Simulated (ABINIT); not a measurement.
Runs of ABINIT 10.8.3 (patched build) on KTaO3. It takes space group Pm-3m (No. 221, cubic). Conventional cell: a = 3.988 Å, b = 3.988 Å, c = 3.988 Å, α = 90.00°, β = 90.00°, γ = 90.00°. Ta (site symmetry m-3m) is surrounded by 6 O at 1.99 Å. K (site symmetry m-3m) has 12 O at 2.82 Å as nearest neighbours. Around O (site symmetry 4/mmm) lie 2 Ta at 1.99 Å. 

```csv
task,level,potentials or basis,k mesh,cutoff (eV),fine-grid cutoff,mesh quality,gap on the mesh (eV),pressure (GPa)
single point,PBE,JTH PAW PBE v2.0,6 × 6 × 6,626,1224.51 eV,not flagged,2.18,(b)
single point,r2SCAN,Ansatz NC r2SCAN,7 × 7 × 7,1524,-,not flagged,(a),-
single point,LDA,JTH PAW LDA v2.0,6 × 6 × 6,626,1224.51 eV,not flagged,2.03,-6.2
single point,PBE,JTH PAW PBE v2.0,4 × 4 × 4,626,1224.51 eV,not flagged,2.16,5.6
band structure,LDA,JTH PAW LDA v2.0,7 × 7 × 7,626,1224.51 eV,not flagged,2.09,-6.2
single point,r2SCAN,JTH PAW PBE v2.0,3 × 3 × 3,762,1360.57 eV,coarse,(c),-
band structure,RPBE,JTH PAW PBE v2.0,7 × 7 × 7,626,1224.51 eV,not flagged,2.29,9.9
```

Alike in all rows: no spin polarisation; cell as given; smearing fermi-dirac 0.05 eV.

**Question.** Estimate the missing entries.

**Answer.** (a) 2.70; (b) 5.5; (c) 2.84.

Caveats: some runs use coarse meshes; spin-orbit coupling is left out, which moves the levels of the heavy elements; an odd mesh through Γ misses points on the zone boundary, where band edges often lie (some runs); the PAW data sets were made with another functional, which shifts forces and pressure a little (some runs).

A k mesh can miss the band edges, and the runs leave out spin-orbit coupling on Ta.

Not every run made on this cell is shown here.
